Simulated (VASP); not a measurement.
# Al7N8 (a cell with a defect) in VASP: a series of runs

One crystal, Al7N8 (a cell with a defect), is run at these levels: PBEsol; tasks: single point.

The COD entry that gives the cell may itself be a prediction, so a difference from it is no test against experiment.

Program: VASP 6.6.1. These are calculated values, not measurements. Logs are shortened: lines on timing, memory, paths and dates and some standing lists are left out, and cuts for length are marked.

## (1) The crystal as given

The cell holds a defect, 15 atoms: a = 6.377 Å, b = 6.377 Å, c = 5.117 Å, α = 90.00°, β = 90.00°, γ = 120.00°.

## (2) Single point, PBEsol

INCAR reads:

```
PREC = Accurate
ENCUT = 520
EDIFF = 1E-6
ISMEAR = -1
SIGMA = 0.05
LREAL = Auto
LASPH = True
NELM = 80
ALGO = Normal
ISIF = 2
LWAVE = False
LCHARG = False
GGA = PS
NBANDS = 44
```

KPOINTS reads:

```
Automatic mesh
0
Gamma
  3 3 3
```

POSCAR reads:

```
Al7N8
1.0
    6.3768608000      0.0000000000      0.0000000000
   -3.1884304000      5.5225156000      0.0000000000
    0.0000000000      0.0000000000      5.1173090900
N Al
8 7
Direct
    0.3207648006      0.1596344970      0.3734130510
    0.1765413727      0.3288629914      0.8778359722
    0.2702223483      0.6344304396      0.4033903295
    0.1774174168      0.8460050344      0.8789938073
    0.8392534586      0.2043646558      0.3562581364
    0.6690895093      0.3338829862      0.8680540733
    0.8404066285      0.6331353777      0.3568344159
    0.7017946530      0.8500517409      0.9396389617
    0.3383253321      0.1686602750     -0.0041400665
    0.1520420187      0.3157606291      0.5095965388
    0.1526465337      0.8350493387      0.5105894434
    0.8521988675      0.1869350989     -0.0124626046
    0.6439968522      0.3211436831      0.5003074770
    0.8523001469      0.6638414928     -0.0118939464
    0.4022512615      0.7019909550      0.0798720564
```

Potentials or basis: VASP PAW PBE potentials, release 64 (N, Al).

The run is started by

```console
$ cat potpaw_PBE.64/N/POTCAR potpaw_PBE.64/Al/POTCAR > POTCAR
$ mpirun -np 1 vasp_std > vasp.out
```

OUTCAR:

```text
PREC = Accurate
   ENCUT = 520
   EDIFF = 1E-6
   ISMEAR = -1
   LREAL = Auto
   LASPH = True
   NELM = 80
   ISIF = 2
   GGA = PS

 ion  position               nearest neighbor table
   1  0.321  0.160  0.373-  13 1.90  10 1.93  11 1.93   9 1.93
   2  0.177  0.329  0.878-   9 1.88  12 1.88  10 1.89  15 2.32
   3  0.270  0.634  0.403-  15 1.81  11 1.86  10 1.86
   4  0.177  0.846  0.879-   9 1.88  14 1.88  11 1.89  15 2.30
   5  0.839  0.204  0.356-  13 1.89  12 1.89  10 1.92
   6  0.669  0.334  0.868-  13 1.89  12 1.93  14 1.93   9 1.94
   7  0.840  0.633  0.357-  13 1.89  14 1.89  11 1.92
   8  0.702  0.850  0.940-  15 1.80  14 1.88  12 1.88
   9  0.338  0.169  0.996-   2 1.88   4 1.88   1 1.93   6 1.94  13 3.05  13 3.08  11 3.09  10 3.10
                            12 3.16  14 3.16  10 3.21  11 3.22  14 3.22  12 3.22  15 3.23  15 3.25
  10  0.152  0.316  0.510-   3 1.86   2 1.89   5 1.92   1 1.93  12 2.96  11 3.07  15 3.09   9 3.10
                            13 3.12  12 3.15   9 3.21  13 3.26  11 3.31
  11  0.153  0.835  0.511-   3 1.86   4 1.89   7 1.92   1 1.93  14 2.96  10 3.07  15 3.08   9 3.09
                            13 3.12  14 3.15   9 3.22  13 3.26  10 3.31
  12  0.852  0.187  0.988-   8 1.88   2 1.88   5 1.89   6 1.93  10 2.96  15 3.02  14 3.04  13 3.14
                            10 3.15   9 3.16   9 3.22  13 3.24  14 3.34
  13  0.644  0.321  0.500-   6 1.89   7 1.89   5 1.89   1 1.90   9 3.05   9 3.08  11 3.12  10 3.12
                            12 3.14  14 3.14  14 3.24  12 3.24  10 3.26  11 3.26
  14  0.852  0.664  0.988-   8 1.88   4 1.88   7 1.89   6 1.93  11 2.96  15 3.04  12 3.04  13 3.14
                            11 3.15   9 3.16   9 3.22  13 3.24  12 3.34
  15  0.402  0.702  0.080-   8 1.80   3 1.81   4 2.30   2 2.32  12 3.02  14 3.04  11 3.08  10 3.09
                             9 3.23   9 3.25

  LATTYP: Found a hexagonal cell.
 ALAT       =     6.3768608000
 C/A-ratio  =     0.8024809151

  Lattice vectors:

 A1 = (   6.3768608000,   0.0000000000,   0.0000000000)
 A2 = (  -3.1884304000,   5.5225156000,   0.0000000000)
 A3 = (   0.0000000000,   0.0000000000,   5.1173090900)

Analysis of symmetry for initial positions (statically):
=====================================================================
 Subroutine PRICEL returns:
 Original cell was already a primitive cell.

 Routine SETGRP: Setting up the symmetry group for a
 hexagonal supercell.

 Subroutine GETGRP returns: Found  1 space group operations
 (whereof  1 operations were pure point group operations)
 out of a pool of 24 trial point group operations.

The static configuration has the point symmetry C_1 .
[... 145 lines left out ...]
   IALGO  =     38    algorithm
   IMIX   =      4    mixing-type and parameters
     AMIX     =   0.40;   BMIX     =  1.00
     AMIX_MAG =   1.60;   BMIX_MAG =  1.00
  volume/ion in A,a.u.               =      12.01        81.08
  Fermi-wavevector in a.u.,A,eV,Ry     =   1.140923  2.156031 17.710770  1.301705
  Thomas-Fermi vector in A             =   2.277624
   LORBIT       =      0    0 simple, 1 ext, 2 COOP (PROOUT), +10 PAW based schemes
   GGA     = PS    functional components
   LHFCALC =     F    Hartree Fock is set to
   AEXX    =    0.0000 exact exchange contribution
   IVDW    =     0    specifies the selected vdW correction
   LEPSILON=     F    determine dielectric tensor
   LRPA    =     F    only Hartree local field effects (RPA)
 non-spin polarized calculation
  energy-cutoff  :      520.00
  volume of cell :      180.21
 maximum number of plane-waves:      4872
   NGX = 23   NGY = 23   NGZ = 19

 number of electron      61.0000000 magnetization

 Free energy of the ion-electron system (eV)
  ---------------------------------------------------
  ext. energy  EPLUGINS =         0.00000000
  ---------------------------------------------------
  free energy    TOTEN  =      -110.17060291 eV

  energy without entropy =     -110.12055105  energy(sigma->0) =     -110.14557698

 E-fermi :   4.4561     XC(G=0): -10.3432

 val. band max:        4.4362630199   @ k =   0.0000   0.0000   0.0000
 cond. band min:       4.4721969906   @ k =   0.3333  -0.0000   0.3333
 fundamental gap:      0.0359339708
 Fermi energy:         4.4560628823

 k-point     1 :       0.0000    0.0000    0.0000
  band No.  band energies     occupation
      1     -10.5249      2.00000
      2      -8.8988      2.00000
      3      -8.8239      2.00000
      4      -8.6031      2.00000
      5      -8.5909      2.00000
      6      -8.2865      2.00000
[... 619 lines left out ...]
     41      12.2407      0.00000
     42      12.6154      0.00000
 [bands above 42 left out]

------------------------ aborting loop because EDIFF is reached ----------------------------------------

  FORCE on cell =-STRESS in cart. coord.  units (eV):
  Direction    XX          YY          ZZ          XY          YZ          ZX
  --------------------------------------------------------------------------------------
  -------------------------------------------------------------------------------------
  Total       -8.0635203     -7.7841361     -3.5420717     -0.1751040     -2.5024844     -4.3608923
  in kB      -71.6885391    -69.2046801    -31.4907057     -1.5567578    -22.2482786    -38.7704112
  external PRESSURE =     -57.4613083 kB  Pullay stress =       0.0000000 kB

 VOLUME and BASIS-vectors are now :
 -----------------------------------------------------------------------------
  energy-cutoff  :      520.00
  volume of cell :      180.21
      direct lattice vectors                 reciprocal lattice vectors
     6.376860800  0.000000000  0.000000000     0.156816972  0.090538450  0.000000000
    -3.188430400  5.522515600  0.000000000     0.000000000  0.181076899  0.000000000
     0.000000000  0.000000000  5.117309090     0.000000000  0.000000000  0.195415204

 POSITION                                       TOTAL-FORCE (eV/Angst)
 -----------------------------------------------------------------------------------
      1.53649      0.88158      1.91087         0.004357      0.002088      0.167070
      0.07722      1.81615      4.49216         0.015908      0.768472      0.409946
     -0.29967      3.50365      2.06427         0.200876      0.115297     -0.266145
     -1.56606      4.67208      4.49808         0.680179     -0.368409      0.410226
      4.70020      1.12861      1.82308         0.201449      0.560464      0.132540
      3.20213      1.84387      4.44210        -0.033135     -0.018761      0.124426
      3.34045      3.49650      1.82603         0.574206     -0.102743      0.130995
      1.76492      4.69442      4.80842         0.030112      0.016478      0.526694
      1.61969      0.93143      5.09612        -0.155822     -0.084371      0.019438
     -0.03723      1.74379      2.60776         0.221127      0.261615      0.325702
     -1.68909      4.61157      2.61284         0.335503      0.062587      0.319400
      4.83832      1.03235      5.05353         0.090596      0.034635      0.093627
      3.08273      1.77352      2.56023        -0.028145     -0.017827      0.152057
      3.31839      3.66607      5.05644         0.077998      0.056825      0.092292
      0.32685      3.87676      0.40873        -2.215209     -1.286350     -2.638267
 -----------------------------------------------------------------------------------
    total drift:                                0.004469     -0.003717      0.008209

  FREE ENERGIE OF THE ION-ELECTRON SYSTEM (eV)
  ---------------------------------------------------
  free  energy   TOTEN  =      -110.1706029116 eV

  energy  without entropy=     -110.1205510460  energy(sigma->0) =     -110.14557698
```

OSZICAR:

```text
N       E                     dE             d eps       ncg     rms          rms(c)
DAV:   1     0.244330069344E+03    0.24433E+03   -0.27713E+04  1232   0.122E+03
DAV:   2    -0.985299400532E+02   -0.34286E+03   -0.33091E+03  1580   0.250E+02
[... 11 lines left out ...]
DAV:  14    -0.110172129897E+03   -0.82775E-03   -0.63866E-03  1592   0.338E-01    0.367E-01
DAV:  15    -0.110171054521E+03    0.10754E-02   -0.36703E-03  1688   0.211E-01    0.212E-01
DAV:  16    -0.110170566703E+03    0.48782E-03   -0.32215E-03  1528   0.202E-01    0.325E-02
DAV:  17    -0.110170608680E+03   -0.41977E-04   -0.31731E-04  1408   0.855E-02    0.333E-02
DAV:  18    -0.110170609503E+03   -0.82263E-06   -0.16375E-04  1688   0.433E-02    0.247E-02
DAV:  19    -0.110170602861E+03    0.66420E-05   -0.55372E-05  1640   0.278E-02    0.826E-03
DAV:  20    -0.110170602912E+03   -0.51024E-07   -0.69348E-06  1288   0.112E-02
   1 F= -.11017060E+03 E0= -.11014558E+03  d E =-.500519E-01
```

stdout:

```text
POSCAR found type information on POSCAR N Al
 POSCAR found :  2 types and      15 ions
 scaLAPACK will be used
 -----------------------------------------------------------------------------
|                                                                             |
|                                                                             |
|     You enforced a specific xc type in the INCAR file but a different       |
|     I HOPE YOU KNOW WHAT YOU ARE DOING!                                     |
|                                                                             |
 -----------------------------------------------------------------------------

 LDA part: xc-table for (Slater+PW92), standard interpolation
 POSCAR, INCAR and KPOINTS ok, starting setup
 FFT: planning ... GRIDC
 FFT: planning ... GRID_SOFT
 FFT: planning ... GRID
 WAVECAR not read
 entering main loop
```

It took 2.2 min on 1 thread of AMD EPYC 9R45 (Zen 5), shared host; peak memory 0.26 GiB.

What came out:

| Quantity | Value |
| --- | --- |
| Free energy | -110.1706 eV |
| Pressure | -5.7 GPa |
| Largest force | 3.677 eV/Å |
| Band gap on the k mesh | none (metal or under the smearing width) |

Forces in eV/Å, atoms in the order of the input:
```
N    0.004  0.002  0.167
N    0.016  0.768  0.410
N    0.201  0.115 -0.266
N    0.680 -0.368  0.410
N    0.201  0.560  0.133
N   -0.033 -0.019  0.124
N    0.574 -0.103  0.131
N    0.030  0.016  0.527
Al  -0.156 -0.084  0.019
Al   0.221  0.262  0.326
Al   0.336  0.063  0.319
Al   0.091  0.035  0.094
Al  -0.028 -0.018  0.152
Al   0.078  0.057  0.092
Al  -2.215 -1.286 -2.638
```

Caveat: the k mesh is coarse (spacing up to 0.41 Å⁻¹), so the values aren't converged; the PAW data sets were made with another functional, which shifts forces and pressure a little.

## (3) Single point, PBEsol

INCAR reads:

```
PREC     = Accurate       # precision mode
ENCUT    = 520            # plane-wave cutoff, eV
EDIFF    = 1E-6           # SCF threshold, eV
ISMEAR   = -1             # smearing method
SIGMA    = 0.05           # smearing width, eV
LREAL    = Auto         
LASPH    = True           # aspherical terms in the spheres
NELM     = 100            # most SCF steps
ALGO     = Fast           # electronic algorithm
ISIF     = 2              # what is computed and relaxed
LWAVE    = False          # write WAVECAR
LCHARG   = False          # write CHGCAR
GGA      = PS             # functional
NBANDS   = 44             # bands
```

KPOINTS reads:

```
regular mesh
0
Gamma
  3 3 3
```

POSCAR reads:

```
Al7N8
1.0
    6.3768608000      0.0000000000      0.0000000000
   -3.1884304000      5.5225156000      0.0000000000
    0.0000000000      0.0000000000      5.1173090900
N Al
8 7
Direct
    0.3336058987      0.1662615494      0.3760876989
    0.1687378248      0.3304966671      0.8745338461
    0.2717296615      0.6353104734      0.3610839149
    0.1689118819      0.8369756348      0.8745209487
    0.8636378907      0.2263209542      0.3612683869
    0.6626469204      0.3305178531      0.8745393177
    0.8644596674      0.6354116954      0.3610848920
    0.6665984071      0.8323713925      0.9586509069
    0.3335124415      0.1661141528     -0.0026052755
    0.1707328767      0.3283222957      0.5061341722
    0.1711457123      0.8414254185      0.5062299256
    0.8361240791      0.1713648396     -0.0046975861
    0.6585768347      0.3283925536      0.5061318272
    0.8363169888      0.6631137448     -0.0048240197
    0.3276212151      0.6630876697     -0.0048242151
```

Potentials or basis: VASP PAW PBE potentials, release 64 (N, Al).

The run is started by

```console
$ cat potpaw_PBE.64/N/POTCAR potpaw_PBE.64/Al/POTCAR > POTCAR
$ mpirun -np 1 vasp_std > vasp.out
```

Wall time 2.1 min (1 thread of AMD EPYC 9R45 (Zen 5), shared host); peak memory 0.27 GiB.

Results (log left out):

```
Free energy            : -111.8404 eV
Pressure               : -6.4 GPa
Largest force          : 0.012 eV/Å
Band gap on the k mesh : none (metal or under the smearing width)
```

Forces in eV/Å, atoms in the order of the input:
```
N    0.001  0.000  0.006
N    0.001  0.001  0.001
N    0.010  0.006 -0.001
N    0.001  0.000  0.000
N   -0.001 -0.010 -0.001
N    0.001  0.001  0.000
N   -0.011  0.004  0.000
N    0.000  0.000 -0.006
Al   0.001 -0.002  0.001
Al   0.002 -0.001 -0.005
Al   0.000  0.004 -0.005
Al  -0.001  0.004  0.004
Al  -0.006 -0.003 -0.005
Al   0.007 -0.003  0.005
Al  -0.005 -0.002  0.005
```

Stress tensor (GPa, compression positive):
```
-8.23  0.00  0.00
 0.00 -8.19  0.03
 0.00  0.03 -2.84
```

Levels at points of the mesh, in eV from the Fermi level:
| k point | band 27 | band 28 | band 29 | band 30 | band 31 | band 32 | band 33 | band 34 |
| --- | --- | --- | --- | --- | --- | --- | --- | --- |
| (0.00, 0.00, 0.00) | -1.11 | -1.11 | -1.03 | -0.68 | 0.16 | 0.17 | 3.30 | 5.06 |

Caveat: the k mesh is coarse (spacing up to 0.41 Å⁻¹), so the values aren't converged; the PAW data sets were made with another functional, which shifts forces and pressure a little.
